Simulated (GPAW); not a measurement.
The system is Al2Cu (Khatyrkite).

```
CELL_PARAMETERS angstrom
-3.03350 3.03350 2.43850
3.03350 -3.03350 2.43850
3.03350 3.03350 -2.43850
ATOMIC_POSITIONS crystal
Cu 0.25000 0.25000 0.00000
Cu 0.75000 0.75000 0.00000
Al 0.34190 0.15810 0.50000
Al 0.84190 0.34190 0.18380
Al 0.65810 0.84190 0.50000
Al 0.15810 0.65810 0.81620
```

```yaml
Program: GPAW 26.7.0
Task: relaxation of cell and atoms
Functional: PBEsol
Potentials_or_basis: PAW data sets generated in the run's folder for this functional
Cutoff: 600 eV
Basis: pw
k_mesh: 5 × 5 × 5
Occupations: fermi-dirac, width 0.05 eV
Spin: no spin polarisation
```

At the start: pressure -3.1 GPa; volume 14.96 Å³/atom.

Where does the relaxation end?

Over 11 steps the energy falls by 8.9 meV/atom and the volume is 14.49 Å³/atom (-3.1 %); space group I4/mcm (No. 140, to 0.05 Å).

The path:
| step | energy change (eV) | largest force (eV/Å) | pressure (GPa) | volume (Å³) |
| --- | --- | --- | --- | --- |
| 1 | 0.0000 | 0.0991 | -3.11 | 89.76 |
| 2 | -0.0056 | 0.0870 | -2.91 | 89.57 |
| 3 | -0.0460 | 0.1136 | 0.44 | 86.78 |
| 4 | -0.0469 | 0.0836 | 0.09 | 87.04 |
| 5 | -0.0481 | 0.0571 | -0.06 | 87.14 |
| 6 | -0.0511 | 0.0088 | -0.14 | 87.17 |
| 7 | -0.0523 | 0.0286 | 0.06 | 87.00 |
| 8 | -0.0528 | 0.0238 | 0.24 | 86.86 |
| 9 | -0.0530 | 0.0167 | 0.28 | 86.83 |
| 10 | -0.0533 | 0.0039 | 0.27 | 86.85 |
| 11 | -0.0535 | 0.0041 | 0.17 | 86.94 |

Final structure:
```xyz
6
Lattice="-3.0261 3.0261 2.3735 3.0261 -3.0261 2.3735 3.0261 3.0261 -2.3735" Properties=species:S:1:pos:R:3 pbc="T T T"
Cu    0.0000    0.0000    1.1867
Cu    0.0000    0.0000    3.5602
Al    0.9606    2.0654    0.0000
Al   -0.9606    2.0654    2.3735
Al    2.0654    0.9606    2.3735
Al    3.9867    0.9606    0.0000
```

Caveat: with this Cu data set, volumes or pressures lay over 1.5 % or 2 GPa off other programs in two to four cells of ten; later steps reuse the first step's grids.
